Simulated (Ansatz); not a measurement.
The guess for BN was made by a generator: 4-connected net, two elements alternating (C2/c, No. 15). The dimensions are guesses.

```cif
data_structure
_symmetry_space_group_name_H-M 'P 1'
_symmetry_Int_Tables_number 1
_cell_length_a 2.3027
_cell_length_b 2.3027
_cell_length_c 7.2543
_cell_angle_alpha 98.467
_cell_angle_beta 98.467
_cell_angle_gamma 87.927
_cell_volume 37.63
loop_
_atom_site_label
_atom_site_type_symbol
_atom_site_fract_x
_atom_site_fract_y
_atom_site_fract_z
_atom_site_occupancy
B1 B 0.00000 0.00000 0.50000 1
B2 B 0.00000 0.00000 0.00000 1
B3 B 0.56447 0.43553 0.75000 1
B4 B 0.43553 0.56447 0.25000 1
N1 N 0.44605 0.10809 0.37247 1
N2 N 0.89191 0.55395 0.12753 1
N3 N 0.55395 0.89191 0.62753 1
N4 N 0.10809 0.44605 0.87247 1
```

Theory: DFT PBE, scalar-relativistic, plane waves, PAW in Ansatz. Cutoff 420 eV, Gaussian smearing, Γ-centred meshes. Cell and atoms relax first on a coarse mesh and then on a converged one. In between, the cell is made exact in the group found at 0.06 Å. The steps can't lower the symmetry of their start. No spin polarisation in the relaxation; trial moments died out in a coarse test.

A guess keeps its type if space group and coordination stay and the shape of the cell changes little (axis ratios within about 15 %, angles within 6°); the volume may change.

Question: Will the relaxed cell still be of the starting type?

Answer: It doesn't keep its type. The symmetry stays C2/c (No. 15). The volume per atom grows by 67.9 %, from 4.7 to 7.9 Å³. The shortest distance goes from 1.42 Å (B–N) to 1.34 Å (B–N). Counting neighbours within 15 % of an atom's shortest distance, the start has B 4, N 4 and the end B 2/4, N 1. In detail, at the end B on a site of symmetry -1 has 2 N at 1.34 Å; B on a site of symmetry 2 has 4 N at 1.58–1.62 Å; N has 1 B at 1.34 Å and 2 B at 1.58–1.62 Å.

```xyz
8
Lattice="1.9217 -1.9265 0.0000 1.9217 1.9265 0.0000 -1.0948 0.0000 8.5332" Properties=species:S:1:pos:R:3 pbc="T T T"
B     0.4134    0.9633    4.2666
B     0.9608   -0.9633    0.0000
B     1.1006   -1.7227    6.3999
B     1.6480    1.7227    2.1333
N     0.6954    0.7780    2.9735
N     2.6005    0.7780    1.2931
N     2.0531   -0.7780    5.5597
N     0.1481   -0.7780    7.2401
```

The last run used a 10×10×4 mesh (in the run's order of axes) for its 8-atom cell and Gaussian smearing of 0.02 eV. A structure relaxed within its symmetry needn't be a true minimum.

In counts of neighbours, a slash parts the counts of unlike sites.
